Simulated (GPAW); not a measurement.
**Si K-edge XANES of diamond-type (Si)₁₋ₓ(Ge)ₓ at x = 0**

What does the Si K edge look like in diamond-type (Si)₁₋ₓ(Ge)ₓ at x = 0?

Calculated with GPAW 26.7.0; X-ray absorption from dipole matrix elements to empty bands, plane-wave PAW PBE.

This is a report of a sequence of runs, with most program output left out.

### 1. The starting structure

The structure is cubic, space group Fd-3m (No. 227). The conventional cell has a = 5.431 Å, b = 5.431 Å, c = 5.431 Å, α = 90.00°, β = 90.00°, γ = 90.00°. Nearest to Si lie 4 Si at 2.35 Å. 16-atom diamond-type cell, 0 of 16 Si sites taken by Ge at random, lattice constants typed for the ends and interpolated (Vegard).

Structure file:

```cif
data_structure
_symmetry_space_group_name_H-M 'P 1'
_symmetry_Int_Tables_number 1
_cell_length_a 7.6806
_cell_length_b 7.6806
_cell_length_c 7.6806
_cell_angle_alpha 60.000
_cell_angle_beta 60.000
_cell_angle_gamma 60.000
_cell_volume 320.38
loop_
_atom_site_label
_atom_site_type_symbol
_atom_site_fract_x
_atom_site_fract_y
_atom_site_fract_z
_atom_site_occupancy
Si1 Si 0.00000 0.00000 0.00000 1
Si2 Si 0.12500 0.12500 0.12500 1
Si3 Si 0.00000 0.00000 0.50000 1
Si4 Si 0.12500 0.12500 0.62500 1
Si5 Si 0.00000 0.50000 0.00000 1
Si6 Si 0.12500 0.62500 0.12500 1
Si7 Si 0.00000 0.50000 0.50000 1
Si8 Si 0.12500 0.62500 0.62500 1
Si9 Si 0.50000 0.00000 0.00000 1
Si10 Si 0.62500 0.12500 0.12500 1
Si11 Si 0.50000 0.00000 0.50000 1
Si12 Si 0.62500 0.12500 0.62500 1
Si13 Si 0.50000 0.50000 0.00000 1
Si14 Si 0.62500 0.62500 0.12500 1
Si15 Si 0.50000 0.50000 0.50000 1
Si16 Si 0.62500 0.62500 0.62500 1
```

### 2. Ground state of the crystal

The ground state comes first: it tells whether the system has a gap, which decides how the excited electron is treated.

The input, scf.py:

```python
import numpy as np
from ase import Atoms
from ase.parallel import parprint, paropen
from gpaw import GPAW, PW, FermiDirac, Mixer, MixerDif, setup_paths
from gpaw.test import gen
setup_paths.insert(0, '.')
gen('Si', name='nch1s', xcname='PBE', corehole=(1, 0, 0), write_xml=True)
from gpaw.mpi import world
world.barrier()

atoms = Atoms('Si16',
    cell=[[0, 5.431, 5.431],
     [5.431, 0, 5.431],
     [5.431, 5.431, 0]],
    scaled_positions=[[0, 0, 0],
     [0.125, 0.125, 0.125],
     [0, 0, 0.5],
     [0.125, 0.125, 0.625],
     [0, 0.5, 0],
     [0.125, 0.625, 0.125],
     [0, 0.5, 0.5],
     [0.125, 0.625, 0.625],
     [0.5, 0, 0],
     [0.625, 0.125, 0.125],
     [0.5, 0, 0.5],
     [0.625, 0.125, 0.625],
     [0.5, 0.5, 1],
     [0.625, 0.625, 0.125],
     [0.5, 0.5, 0.5],
     [0.625, 0.625, 0.625]],
    pbc=True)
atoms.calc = calc = GPAW(legacy_gpaw=True, mode=PW(400, force_complex_dtype=True), xc='PBE', setups={0: 'nch1s'},
    kpts={'size': (4, 4, 4), 'gamma': True}, occupations=FermiDirac(0.05),
    charge=0, mixer=Mixer(0.1, 5, 50), maxiter=150,
    convergence={'density': 0.0001, 'eigenstates': 1e-6}, txt='scf.txt')
energy = atoms.get_potential_energy() + calc.get_reference_energy()
ef = calc.get_fermi_level()
out = dict(energy=energy, fermi=ef, forces=atoms.get_forces().tolist())
parprint(f'all-electron energy {energy:.4f} eV, Fermi level {ef:.4f} eV')
ev = np.array([[calc.get_eigenvalues(k, s) for k in range(len(calc.get_ibz_k_points()))] for s in range(calc.get_number_of_spins())])
out['homo'], out['lumo'], out['counts'] = ev[ev < ef].max(), ev[ev > ef].min(), sorted(set((ev < ef).sum((0, 2)).tolist()))
out['filled'] = (ev[:, 0] < ef).sum(1).tolist()
import json
with paropen('out.json', 'w') as f:
    json.dump(out, f)
```

Started as:

```console
$ OMP_NUM_THREADS=1 mpirun -n 4 gpaw python scf.py
```

Elapsed: 16 s, on 4 MPI ranks of Arm Neoverse V2, shared host; peak memory 0.28 GiB.

The mesh shows a gap of 0.61 eV. The excited electron is kept all the same, so that all members of the series, with or without a gap, are treated alike.

### 3. Reference energy of the cell

The photon energy needs a difference of total energies, so the cell and mesh of the coming hole run are first run without a hole.

Changes to scf.py since step 2:

```diff
@@ -26,3 +26,3 @@
      [0.625, 0.125, 0.625],
-     [0.5, 0.5, 1],
+     [0.5, 0.5, 0],
      [0.625, 0.625, 0.125],
@@ -32,3 +32,3 @@
 atoms.calc = calc = GPAW(legacy_gpaw=True, mode=PW(400, force_complex_dtype=True), xc='PBE', setups={0: 'nch1s'},
-    kpts={'size': (4, 4, 4), 'gamma': True}, occupations=FermiDirac(0.05),
+    kpts={'size': (3, 3, 3), 'gamma': True}, occupations=FermiDirac(0.02),
     charge=0, mixer=Mixer(0.1, 5, 50), maxiter=150,
```

It took 10 s on 4 MPI ranks; peak memory 0.27 GiB.

Reference energy: -126267.651 eV with the cores included.

### 4. Spectrum with XCH, Si atom 1

The holes are 7.7 Å apart. In GPAW the data set carries the hole's charge, so charge=0 means a charged cell and charge=-1 a neutral one. The excited electron is kept in the cell, where it fills the lowest empty states and screens the hole. After the field has converged, empty bands are computed with the density fixed and the dipole matrix elements are summed.

The absorber has 4 Si at 2.35 Å (tetrahedral).

The input, xas.py:

```python
import numpy as np
from ase import Atoms
from ase.parallel import parprint, paropen
from gpaw import GPAW, PW, FermiDirac, Mixer, MixerDif, setup_paths
from gpaw.test import gen
setup_paths.insert(0, '.')
gen('Si', name='fch1s', xcname='PBE', corehole=(1, 0, 1), write_xml=True)
from gpaw.mpi import world
world.barrier()

atoms = Atoms('Si16',
    cell=[[0, 5.431, 5.431],
     [5.431, 0, 5.431],
     [5.431, 5.431, 0]],
    scaled_positions=[[0, 0, 0],
     [0.125, 0.125, 0.125],
     [0, 0, 0.5],
     [0.125, 0.125, 0.625],
     [0, 0.5, 0],
     [0.125, 0.625, 0.125],
     [0, 0.5, 0.5],
     [0.125, 0.625, 0.625],
     [0.5, 0, 0],
     [0.625, 0.125, 0.125],
     [0.5, 0, 0.5],
     [0.625, 0.125, 0.625],
     [0.5, 0.5, 0],
     [0.625, 0.625, 0.125],
     [0.5, 0.5, 0.5],
     [0.625, 0.625, 0.625]],
    pbc=True)
atoms.calc = calc = GPAW(legacy_gpaw=True, mode=PW(400, force_complex_dtype=True), xc='PBE', setups={0: 'fch1s'},
    kpts={'size': (3, 3, 3), 'gamma': True}, occupations=FermiDirac(0.04),
    charge=-1, mixer=Mixer(0.1, 5, 50), maxiter=150,
    convergence={'density': 0.0001, 'eigenstates': 1e-6}, txt='scf.txt')
energy = atoms.get_potential_energy() + calc.get_reference_energy()
ef = calc.get_fermi_level()
out = dict(energy=energy, fermi=ef, forces=atoms.get_forces().tolist())
parprint(f'all-electron energy {energy:.4f} eV, Fermi level {ef:.4f} eV')
ev = np.array([[calc.get_eigenvalues(k, s) for k in range(len(calc.get_ibz_k_points()))] for s in range(calc.get_number_of_spins())])
out['homo'], out['lumo'], out['counts'] = ev[ev < ef].max(), ev[ev > ef].min(), sorted(set((ev < ef).sum((0, 2)).tolist()))
out['filled'] = (ev[:, 0] < ef).sum(1).tolist()

from ase.units import Ha
from gpaw.xas import dipole_matrix_elements
nb = int(calc.get_number_of_electrons() / 2) + 164
top, nb = nb, nb + 8 + nb // 12
nscf = calc.fixed_density(kpts={'size': (4, 4, 4), 'gamma': True}, nbands=nb,
    convergence={'bands': top, 'eigenstates': 5e-3}, maxiter=60, txt='nscf.txt')
cell = atoms.cell.array
ops = [cell.T @ U.T @ np.linalg.inv(cell.T) for U in nscf.wfs.kd.symmetry.op_scc]
filled = [32]  # bands filled in the ground state, by spin
E = np.arange(-6, 30, 0.1)
fwhm = np.interp(E, [4, 25], [0.9, 3.5])
Y, X, zero, highest = 0, 0, 1e9, 1e9
for spin in range(nscf.get_number_of_spins()):
    wfs = nscf.wfs
    mine = wfs.bd.get_slice()  # this rank's bands
    A = dipole_matrix_elements(wfs.setups[0])
    eps = np.zeros((wfs.kd.nibzkpts, nb))
    d = np.zeros((3, A.shape[1], wfs.kd.nibzkpts, nb), complex)
    for kpt in wfs.kpt_u:
        if kpt.s == spin and 0 in kpt.P_ani:
            eps[kpt.k, mine] = kpt.eps_n * Ha
            d[:, :, kpt.k, mine] = (kpt.weight * wfs.nspins / 2) ** 0.5 * np.inner(A, kpt.P_ani[0])
    world.sum(eps)
    world.sum(d)
    T = np.einsum('amkn,bmkn->abkn', d, d.conj()).real
    T = sum(np.einsum('ai,ijkn,bj->abkn', R, T, R) for R in ops) / len(ops)
    empty = np.ones_like(eps, bool) & (np.arange(nb) >= filled[spin])
    zero, highest = min(zero, eps[empty].min()), min(highest, eps[:, top - 1].min())
    lines = [(eps, T, empty)] if spin == 0 else lines + [(eps, T, empty)]
for eps, T, empty in lines:
    f = np.einsum('aakn->akn', T).reshape(3, -1)
    x = eps.ravel() - zero
    w = np.interp(x, E, fwhm) / 2.35482
    g = np.exp(-0.5 * ((E[:, None] - x) / w) ** 2) / (w * (2 * np.pi) ** 0.5)
    Y = Y + (f * empty.ravel()) @ g.T
    X = X + (f * ~empty.ravel()) @ g.T
out.update(E=E.round(2).tolist(), xas=Y.tolist(), xes=X.tolist(), zero=zero, valid=highest - zero, nk=len(eps), nb=nb)
for i in range(0, len(E), 10):
    parprint(f'{E[i]:7.2f}', *(f'{v:10.3e}' for v in Y[:, i]))
import json
with paropen('out.json', 'w') as f:
    json.dump(out, f)
```

Started as:

```console
$ OMP_NUM_THREADS=1 mpirun -n 4 gpaw python xas.py
```

Wall time 63 s (4 MPI ranks); peak memory 0.41 GiB.

The Si K spectrum, Si atom 1, excited-electron core hole (neutral cell) (energy from the bottom of the conduction band, which holds the excited electron; intensity scaled to a mean of 1 over the first 20 eV):

```csv
E (eV),intensity
-2.00,0.00
-1.25,0.00
-0.50,0.01
0.25,0.28
1.00,0.92
1.75,1.33
2.50,1.21
3.25,1.60
4.00,1.58
4.75,1.03
5.50,0.85
6.25,0.90
7.00,1.37
7.75,0.91
8.50,0.77
9.25,1.11
10.00,1.15
10.75,0.94
11.50,0.93
12.25,1.06
13.00,1.14
13.75,1.09
14.50,0.93
15.25,0.77
16.00,0.76
16.75,0.84
17.50,0.90
18.25,0.86
19.00,0.79
19.75,0.75
20.50,0.74
21.25,0.70
22.00,0.64
22.75,0.60
23.50,0.61
24.25,0.69
25.00,0.79
```

Main maxima below 24 eV (height): 1.7 eV (1.33), 3.6 eV (1.69), 7.0 eV (1.37), 9.7 eV (1.20), 13.1 eV (1.14) and 17.6 eV (0.90). A K edge sees empty p states on the absorber.

The total-energy difference is 1851.57 eV. One term is added: -14.97 eV, since the hole is spin-paired here and a spin-polarised one costs that much less in the free atom (computed apart). The photon energy is then 1836.60 eV. The tabulated edge of the element is 1839 eV. The functional leaves an error of a few eV in such absolute values.

### 5. Summary of results

```yaml
absorber_and_edge: Si K, atom 1 of the ground-state input (counted from 1)
surroundings: 4 Si at 2.35 Å (tetrahedral)
highest_intensity_below_16_ev: 3.6 eV above the zero, height 1.69
photon_energy_of_the_zero_with_the_added_terms: 1836.6 eV (raw 1851.6 eV; uncertain by a few eV)
```

In words: The Si K edge of atom 1, with 4 Si at 2.35 Å (tetrahedral), has its highest intensity of the first 16 eV at 3.6 eV above the zero, near 1840 eV in photon energy (uncertain by a few eV), 1.7 times the mean level of the first 20 eV (Gaussian full width 0.9 eV up to 4 eV, rising linearly to 3.5 eV at 25 eV). The mesh is coarse (0.25 Å⁻¹ between points), so small maxima may be mesh ripples.

[Logs are printed without paths, hosts, clocks, repeated set-up lines and the standing remarks that a program may print on its own settings, such as how far it seeks lower states.]

[Hosts, paths, dates, database ids (printed as entryN), source tags and the programs' standing remarks are cut or masked in the printed files.]

[Lists of maxima count a maximum above −3 eV only where it reaches 4 % of the highest in the window and stands out from its surroundings by 2 % of it (1.5 % where it reaches 55 %); shoulders and weaker maxima are passed over, and of the rest the first, up to two pre-edge ones and the few strongest are named.]
